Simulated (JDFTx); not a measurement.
# SnTe (Fm-3m) in JDFTx: reference runs

How does SnTe come out in PBE? The cell is run as given and disturbed.

Program: JDFTx 1.7.0 (patched build). These are calculated values, not measurements. Logs are shortened: lines on timing, memory, paths and dates and some standing lists are left out, and cuts for length are marked. The log counts tension as positive stress, the text compression.

## (1) The crystal as given

Symmetry: Fm-3m, No. 225, cubic system. Conventional cell: a = 6.302 Å, b = 6.302 Å, c = 6.302 Å, α = 90.00°, β = 90.00°, γ = 90.00°. Te (site symmetry m-3m) has 6 Sn at 3.15 Å as nearest neighbours. Sn (site symmetry m-3m) has 6 Te at 3.15 Å as nearest neighbours.

## (2) Single point, PBE

SnTe.in reads:

```
lattice \
    0.0000000000     5.9542435598     5.9542435598 \
    5.9542435598     0.0000000000     5.9542435598 \
    5.9542435598     5.9542435598     0.0000000000
coords-type Lattice
ion Te     0.5000000000     0.5000000000     0.5000000000 1
ion Sn     0.0000000000     0.0000000000     0.0000000000 1

ion-species pseudo/Te.upf
ion-species pseudo/Sn.upf
elec-cutoff 40 320
elec-ex-corr gga-PBE
kpoint-folding 7 7 7
elec-smearing Fermi 0.0018374661
elec-n-bands 22
electronic-SCF nIterations 100 energyDiffThreshold 1e-09
electronic-minimize nIterations 30 energyDiffThreshold 1e-7
converge-empty-states yes
forces-output-coords Cartesian

dump-name run.$VAR
dump End Ecomponents EigStats BandEigs Kpoints Forces Stress
```

Potentials or basis: PseudoDojo-SR-PBE-0.4.1-standard (Te) + PseudoDojo-SR-PBE-0.5-standard (Sn) with smoothed tails.

Launch:

```
$ jdftx -c 1 -i SnTe.in -o SnTe.out
```

Output:

```text
*************** JDFTx 1.7.0 (patched build) ***************

Input parsed successfully to the following command list (including defaults):
[... the input with its defaults ...]

---------- Setting up symmetries ----------

Found 48 point-group symmetries of the bravais lattice
Found 48 space-group symmetries with basis
Applied RMS atom displacement 0 bohrs to make symmetries exact.

---------- Initializing the Grid ----------
R =
[            0      5.95424      5.95424  ]
[      5.95424            0      5.95424  ]
[      5.95424      5.95424            0  ]
unit cell volume = 422.192
G =
[  -0.527622   0.527622   0.527622  ]
[   0.527622  -0.527622   0.527622  ]
[   0.527622   0.527622  -0.527622  ]
Minimum fftbox size, Smin = [  68  68  68  ]
Chosen fftbox size, S = [  70  70  70  ]

---------- Initializing tighter grid for wavefunction operations ----------
R =
[            0      5.95424      5.95424  ]
[      5.95424            0      5.95424  ]
[      5.95424      5.95424            0  ]
unit cell volume = 422.192
G =
[  -0.527622   0.527622   0.527622  ]
[   0.527622  -0.527622   0.527622  ]
[   0.527622   0.527622  -0.527622  ]
Minimum fftbox size, Smin = [  48  48  48  ]
Chosen fftbox size, S = [  48  48  48  ]

---------- Exchange Correlation functional ----------
Initalized PBE GGA exchange.
Initalized PBE GGA correlation.

---------- Setting up pseudopotentials ----------
Width of ionic core gaussian charges (only for fluid interactions / plotting) set to 0

Reading pseudopotential file 'pseudo/Te.upf':
  'Te' pseudopotential, 'PBE' functional
  Generated using ONCVPSP code by D. R. Hamann
  16 valence electrons, 3 orbitals, 6 projectors, 1001 radial grid points, with lMax = 2
    4D    l: 2   occupation: 10.0   eigenvalue: -1.530718
    5S    l: 0   occupation:  2.0   eigenvalue: -0.555231
    5P    l: 1   occupation:  4.0   eigenvalue: -0.218780
  Core radius for overlap checks: 2.04 bohrs.

Reading pseudopotential file 'pseudo/Sn.upf':
  'Sn' pseudopotential, 'PBE' functional
  Generated using ONCVPSP code by D. R. Hamann
  14 valence electrons, 3 orbitals, 6 projectors, 1001 radial grid points, with lMax = 2
    4D    l: 2   occupation: 10.0   eigenvalue: -0.949566
    5S    l: 0   occupation:  2.0   eigenvalue: -0.387678
    5P    l: 1   occupation:  2.0   eigenvalue: -0.135764
  Core radius for overlap checks: 2.33 bohrs.

Initialized 2 species with 2 total atoms.

Folded 1 k-points by 7x7x7 to 343 k-points.

---------- Setting up k-points, bands, fillings ----------
Reduced to 20 k-points under symmetry.
Computing the number of bands and number of electrons
Calculating initial fillings.
nElectrons:  30.000000   nBands: 22   nStates: 20

----- Setting up reduced wavefunction bases (one per k-point) -----
average nbasis = 5100.592 , ideal nbasis = 5101.452

---------- Setting up ewald sum ----------
Optimum gaussian width for ewald sums = 2.704314 bohr.
Real space sum over 1331 unit cells with max indices [  5  5  5  ]
Reciprocal space sum over 2197 terms with max indices [  6  6  6  ]

---------- Allocating electronic variables ----------
Initializing wave functions:  linear combination of atomic orbitals
Note: number of bands (22) exceeds available atomic orbitals (18)
Te pseudo-atom occupations:   s ( 2 )  p ( 4 )  d ( 10 )
Sn pseudo-atom occupations:   s ( 2 )  p ( 2 )  d ( 10 )
	FillingsUpdate:  mu: +0.382128111  nElectrons: 30.000000
LCAOMinimize: Iter:   0  F: -161.0578938379312319  |grad|_K:  1.313e-03  alpha:  1.000e+00
	FillingsUpdate:  mu: +0.383258924  nElectrons: 30.000000
LCAOMinimize: Iter:   1  F: -161.0619624692251932  |grad|_K:  9.122e-05  alpha:  4.384e-01  linmin: -2.024e-01  cgtest:  9.508e-01
LCAOMinimize: Encountered beta<0, resetting CG.
[... 4 lines of inner loops ...]
LCAOMinimize: Encountered beta<0, resetting CG.
	FillingsUpdate:  mu: +0.383288239  nElectrons: 30.000000
LCAOMinimize: Iter:   4  F: -161.0619811294012891  |grad|_K:  6.238e-08  alpha:  5.037e-01  linmin:  2.319e-04  cgtest: -5.096e-04
LCAOMinimize: Converged (|Delta F|<1.000000e-06 for 2 iters).

-------- Electronic minimization -----------
Will mix electronic density at each iteration.
	FillingsUpdate:  mu: +0.383288239  nElectrons: 30.000000
	FillingsUpdate:  mu: +0.369256159  nElectrons: 30.000000
SCF: Cycle:  0   F: -161.097327960101808   dF: -3.535e-02   |Residual|: 2.516e-02   |deigs|: 1.203e-01
	FillingsUpdate:  mu: +0.368775768  nElectrons: 30.000000
SCF: Cycle:  1   F: -161.098193975558502   dF: -8.660e-04   |Residual|: 1.283e-02   |deigs|: 6.758e-03
	FillingsUpdate:  mu: +0.368614124  nElectrons: 30.000000
SCF: Cycle:  2   F: -161.098272857979225   dF: -7.888e-05   |Residual|: 3.693e-03   |deigs|: 3.049e-03
	FillingsUpdate:  mu: +0.368767565  nElectrons: 30.000000
SCF: Cycle:  3   F: -161.098279274551658   dF: -6.417e-06   |Residual|: 6.939e-04   |deigs|: 5.091e-04
	FillingsUpdate:  mu: +0.368831761  nElectrons: 30.000000
SCF: Cycle:  4   F: -161.098279864921835   dF: -5.904e-07   |Residual|: 2.578e-04   |deigs|: 1.288e-04
	FillingsUpdate:  mu: +0.368877125  nElectrons: 30.000000
SCF: Cycle:  5   F: -161.098280090239541   dF: -2.253e-07   |Residual|: 9.002e-05   |deigs|: 1.343e-04
	FillingsUpdate:  mu: +0.368889270  nElectrons: 30.000000
SCF: Cycle:  6   F: -161.098280119343144   dF: -2.910e-08   |Residual|: 2.619e-05   |deigs|: 5.803e-05
	FillingsUpdate:  mu: +0.368890756  nElectrons: 30.000000
SCF: Cycle:  7   F: -161.098280132701234   dF: -1.336e-08   |Residual|: 9.779e-06   |deigs|: 9.764e-05
	FillingsUpdate:  mu: +0.368890639  nElectrons: 30.000000
SCF: Cycle:  8   F: -161.098280134486430   dF: -1.785e-09   |Residual|: 5.460e-06   |deigs|: 5.222e-05
	FillingsUpdate:  mu: +0.368890639  nElectrons: 30.000000
SCF: Cycle:  9   F: -161.098280135470304   dF: -9.839e-10   |Residual|: 1.231e-06   |deigs|: 3.281e-05
	FillingsUpdate:  mu: +0.368890593  nElectrons: 30.000000
SCF: Cycle: 10   F: -161.098280135610679   dF: -1.404e-10   |Residual|: 3.005e-07   |deigs|: 1.178e-05
SCF: Converged (|Delta E|<1.000000e-09 for 2 iters).

Setting wave functions to eigenvectors of Hamiltonian
Converging empty states (this may take a while): |deigs|: 2.715e-05

# Stress tensor in Cartesian coordinates [Eh/a0^3]:
[ -7.71845e-05            0            0  ]
[            0 -7.71845e-05            0  ]
[            0            0 -7.71845e-05  ]

# Ionic positions in lattice coordinates:
ion Te   0.500000000000000   0.500000000000000   0.500000000000000 1
ion Sn   0.000000000000000   0.000000000000000   0.000000000000000 1

# Forces in Cartesian coordinates:
force Te  -0.000000000000000   0.000000000000000   0.000000000000000 1
force Sn   0.000000000000000  -0.000000000000000  -0.000000000000000 1

# Energy components:
   Eewald =     -107.5097938216141102
       EH =       44.4257561444665257
     Eloc =     -126.0575474826385971
      Enl =      -51.8165276044566596
      Exc =      -46.6719156189222275
 Exc_core =       22.5885767354890454
       KE =      103.9431740922481424
-------------------------------------
     Etot =     -161.0982775554279272
       TS =        0.0000025801827627
-------------------------------------
        F =     -161.0982801356106791

IonicMinimize: Iter:   0  F: -161.098280135610679  |grad|_K:  4.198e-42
IonicMinimize: Converged (|grad|_K<1.000000e-04).

#--- Lowdin population analysis ---
# oxidation-state Te -0.042
# oxidation-state Sn +0.100

Dumping 'run.eigStats' ...
	eMin: -0.997865 at state 14 ( [ +0.000000 +0.428571 +0.428571 ] spin 0 )
	HOMO: +0.357182 at state 3 ( [ +0.000000 +0.000000 +0.428571 ] spin 0 )
	mu  : +0.368891
	LUMO: +0.381737 at state 3 ( [ +0.000000 +0.000000 +0.428571 ] spin 0 )
	eMax: +0.780590 at state 14 ( [ +0.000000 +0.428571 +0.428571 ] spin 0 )
	HOMO-LUMO gap: +0.024555
	Optical gap  : +0.024555 at state 3 ( [ +0.000000 +0.000000 +0.428571 ] spin 0 )
Done!
```

Run time: 1.9 min. Hardware: 1 thread of Arm Neoverse V1, shared host; peak memory 0.18 GiB.

Results:

* Free energy: -4383.7075 eV
* Pressure: 2.3 GPa

Caveat: this odd mesh misses L, where the gap lies, so gap, dielectric constants and Born charges aren't listed.

## (3) Single point, PBE (atoms moved at random, drawn with an rms of 0.05 Å)

Edit SnTe.in of step 2 so:

```diff
@@ -5,4 +5,4 @@
 coords-type Lattice
-ion Te     0.5000000000     0.5000000000     0.5000000000 1
-ion Sn     0.0000000000     0.0000000000     0.0000000000 1
+ion Te     0.5104120000     0.4941380000     0.5059000000 1
+ion Sn     0.0035920000    -0.0098350000    -0.0035280000 1
```

Potentials or basis: PseudoDojo-SR-PBE-0.4.1-standard (Te) + PseudoDojo-SR-PBE-0.5-standard (Sn) with smoothed tails.

Launch:

```
$ jdftx -c 1 -i SnTe.in -o SnTe.out
```

Output:

```text
*************** JDFTx 1.7.0 (patched build) ***************

Input parsed successfully to the following command list (including defaults):
[... the input with its defaults ...]

---------- Setting up symmetries ----------

Found 48 point-group symmetries of the bravais lattice
Found 1 space-group symmetries with basis
Applied RMS atom displacement 0 bohrs to make symmetries exact.

---------- Initializing the Grid ----------
R =
[            0      5.95424      5.95424  ]
[      5.95424            0      5.95424  ]
[      5.95424      5.95424            0  ]
unit cell volume = 422.192
G =
[  -0.527622   0.527622   0.527622  ]
[   0.527622  -0.527622   0.527622  ]
[   0.527622   0.527622  -0.527622  ]
Minimum fftbox size, Smin = [  68  68  68  ]
Chosen fftbox size, S = [  70  70  70  ]

---------- Initializing tighter grid for wavefunction operations ----------
R =
[            0      5.95424      5.95424  ]
[      5.95424            0      5.95424  ]
[      5.95424      5.95424            0  ]
unit cell volume = 422.192
G =
[  -0.527622   0.527622   0.527622  ]
[   0.527622  -0.527622   0.527622  ]
[   0.527622   0.527622  -0.527622  ]
Minimum fftbox size, Smin = [  48  48  48  ]
Chosen fftbox size, S = [  48  48  48  ]

---------- Exchange Correlation functional ----------
Initalized PBE GGA exchange.
Initalized PBE GGA correlation.

---------- Setting up pseudopotentials ----------
[... 72 lines left out ...]
	FillingsUpdate:  mu: +0.368896708  nElectrons: 30.000000
SCF: Cycle:  6   F: -161.098249258667749   dF: -4.777e-08   |Residual|: 3.667e-05   |deigs|: 6.995e-05
	FillingsUpdate:  mu: +0.368896426  nElectrons: 30.000000
SCF: Cycle:  7   F: -161.098249273539182   dF: -1.487e-08   |Residual|: 1.741e-05   |deigs|: 1.034e-04
	FillingsUpdate:  mu: +0.368897288  nElectrons: 30.000000
SCF: Cycle:  8   F: -161.098249276443596   dF: -2.904e-09   |Residual|: 7.546e-06   |deigs|: 5.003e-05
	FillingsUpdate:  mu: +0.368897556  nElectrons: 30.000000
SCF: Cycle:  9   F: -161.098249277474565   dF: -1.031e-09   |Residual|: 3.764e-06   |deigs|: 4.384e-05
	FillingsUpdate:  mu: +0.368897570  nElectrons: 30.000000
SCF: Cycle: 10   F: -161.098249277681447   dF: -2.069e-10   |Residual|: 2.330e-06   |deigs|: 2.637e-05
	FillingsUpdate:  mu: +0.368897556  nElectrons: 30.000000
SCF: Cycle: 11   F: -161.098249277753951   dF: -7.250e-11   |Residual|: 3.087e-07   |deigs|: 3.629e-05
SCF: Converged (|Delta E|<1.000000e-09 for 2 iters).

Setting wave functions to eigenvectors of Hamiltonian
Converging empty states (this may take a while): |deigs|: 9.795e-05

# Stress tensor in Cartesian coordinates [Eh/a0^3]:
[ -7.96069e-05 -7.71001e-07 -5.17297e-07  ]
[ -7.71001e-07 -8.04613e-05 -6.25566e-07  ]
[ -5.17297e-07 -6.25566e-07 -7.90024e-05  ]

# Ionic positions in lattice coordinates:
ion Te   0.510412000000000   0.494138000000000   0.505900000000000 1
ion Sn   0.003592000000000  -0.009835000000000  -0.003528000000000 1

# Forces in Cartesian coordinates:
force Te  -0.000290901193335  -0.000360191513532  -0.000239315749518 1
force Sn   0.000289699104697   0.000358009998932   0.000233976623420 1

# Energy components:
   Eewald =     -107.4877521373132225
       EH =       44.4474092120111521
     Eloc =     -126.1020873418484740
      Enl =      -51.8153142625012961
      Exc =      -46.6724400542530660
 Exc_core =       22.5885762938878258
       KE =      103.9433611552905035
-------------------------------------
     Etot =     -161.0982471347265346
       TS =        0.0000021430274169
-------------------------------------
        F =     -161.0982492777539505

IonicMinimize: Iter:   0  F: -161.098249277753951  |grad|_K:  2.996e-04
IonicMinimize: None of the convergence criteria satisfied after 0 iterations.

#--- Lowdin population analysis ---
# oxidation-state Te -0.039
# oxidation-state Sn +0.097

Dumping 'run.eigStats' ...
	eMin: -0.998045 at state 126 ( [ +0.428571 +0.000000 +0.428571 ] spin 0 )
	HOMO: +0.357117 at state 18 ( [ +0.000000 +0.428571 +0.000000 ] spin 0 )
	mu  : +0.368898
	LUMO: +0.381728 at state 18 ( [ +0.000000 +0.428571 +0.000000 ] spin 0 )
	eMax: +0.780547 at state 144 ( [ +0.428571 +0.428571 +0.000000 ] spin 0 )
	HOMO-LUMO gap: +0.024611
	Optical gap  : +0.024611 at state 18 ( [ +0.000000 +0.428571 +0.000000 ] spin 0 )
Done!
```

Wall time 16 min (1 thread of Arm Neoverse V1, shared host); peak memory 0.84 GiB.

What came out:

| Property | Result |
| --- | --- |
| Free energy | -4383.7067 eV |
| Pressure | 2.3 GPa |
| Largest force | 0.027 eV/Å |
| Band gap on the k mesh | 0.67 eV, direct |

Forces in eV/Å, atoms in the order of the input:
```
Te  -0.015 -0.019 -0.012
Sn   0.015  0.018  0.012
```

Levels at points of the mesh, in eV from the valence-band top:
| k point | band 13 | band 14 | band 15 | band 16 | band 17 | band 18 |
| --- | --- | --- | --- | --- | --- | --- |
| (0.00, 0.00, 0.00) | -1.90 | -1.90 | -1.89 | 3.57 | 3.61 | 3.62 |

Caveat: spin-orbit coupling is left out, which moves the levels of the heavy elements; an odd mesh through Γ misses points on the zone boundary, where band edges often lie.
